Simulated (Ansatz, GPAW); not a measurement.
ZnSe: 3 runs at one level of theory

```
Se Zn
1.0
     0.00000    2.83380    2.83380
     2.83380    0.00000    2.83380
     2.83380    2.83380    0.00000
Se Zn
1 1
Direct
  0.75000 0.75000 0.75000
  0.00000 0.00000 0.00000
```

Alike in all runs: task single point; functional PBE; k mesh 8 × 8 × 8; occupations gaussian, width 0.017 eV; no spin polarisation; no spin-orbit coupling. Pressure is positive in compression and, in plane waves, holds the error of the finite cutoff, which Ansatz's Pulay term estimates and takes out.

```json
{"program and potentials": "Ansatz, Ansatz PAW", "plane-wave cutoff (eV)": "420", "notes": "14 valence electrons an atom on average; Pulay term of +0.05 GPa included", "band gap (eV)": "1.29", "pressure (GPa)": "2.10"}
{"program and potentials": "GPAW, GPAW PAW data sets (gpaw-data 1.2.1)", "plane-wave cutoff (eV)": "600", "notes": "9 valence electrons an atom on average", "band gap (eV)": "1.30", "pressure (GPa)": "2.09"}
{"program and potentials": "Ansatz, all-electron LAPW, scalar-relativistic", "plane-wave cutoff (eV)": "-", "notes": "-", "band gap (eV)": "1.29", "pressure (GPa)": "2.12"}
```

The band gap spans 1.29 (Ansatz, Ansatz PAW) to 1.30 eV (GPAW, GPAW PAW data sets (gpaw-data 1.2.1)), with all-electron results at 1.29. The pressure spans 2.09 (GPAW, GPAW PAW data sets (gpaw-data 1.2.1)) to 2.12 GPa (Ansatz, all-electron LAPW, scalar-relativistic), with all-electron results at 2.12. Spin-orbit coupling, left out here, moves the band edges of heavy atoms.

Differences between rows come from potentials, basis sets and numerical settings, since the functional is the same but for its coding. Runs on potential files found faulty are left out.

The three runs agree closely on both gap and pressure, so the potentials add little to the error at this volume. Nine valence electrons an atom on average leave room for the Zn 3d shell alongside the outer s and p electrons, and the larger valence of the other PAW set changes almost nothing, which suggests that the deeper shells can safely stay frozen here.

The gap is far below the measured one of zinc-blende ZnSe. This shortfall belongs to the functional: a semilocal Kohn-Sham gap lacks the derivative discontinuity, and PBE also places the Zn 3d states too high, which strengthens their repulsion with the Se 4p states and pushes the valence-band top upwards.

The positive pressure means that PBE favours a larger cell than this one, which is close to experiment, in line with its usual underbinding of semiconductors. Agreement at a single volume doesn't establish that the three approaches would also give the same bulk modulus.
